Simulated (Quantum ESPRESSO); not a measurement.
The system is TaN.

```xyz
2
Lattice="0.0000 2.1790 2.1790 2.1790 0.0000 2.1790 2.1790 2.1790 0.0000" Properties=species:S:1:pos:R:3 pbc="T T T"
Ta    2.1790    2.1790    2.1790
N     0.0000    0.0000    0.0000
```

* Program: Quantum ESPRESSO 7.5
* Task: single point
* Functional: PBE
* Potentials or basis: SSSP 1.3 efficiency PBE
* Cutoff: 816 eV
* Density cutoff: 6531 eV
* k mesh: 10 × 10 × 10
* Occupations: fermi-dirac, width 0.05 eV
* Spin: no spin polarisation

On this cell: pressure 14.0 GPa; largest force zero by symmetry; band gap on the k mesh none (metal or under the smearing width).

The same run follows on a disturbed copy (atoms moved at random, drawn with an rms of 0.05 Å):

```
CELL_PARAMETERS angstrom
0.00000 2.17900 2.17900
2.17900 0.00000 2.17900
2.17900 2.17900 0.00000
ATOMIC_POSITIONS crystal
Ta 0.47837 0.51204 0.51968
N 0.01383 0.00170 0.99928
```

What does the disturbed cell give?

The energy (extrapolated to zero smearing) moves by +19.9 meV/atom; pressure 15.5 GPa; largest force 0.895 eV/Å; band gap on the k mesh none (metal or under the smearing width).

Forces in eV/Å, atoms in the order of the input:
```
Ta  -0.647  0.316  0.532
N    0.647 -0.316 -0.532
```

Stress tensor (GPa, compression positive):
```
16.25  0.23  0.38
 0.23 14.71 -0.16
 0.38 -0.16 15.59
```
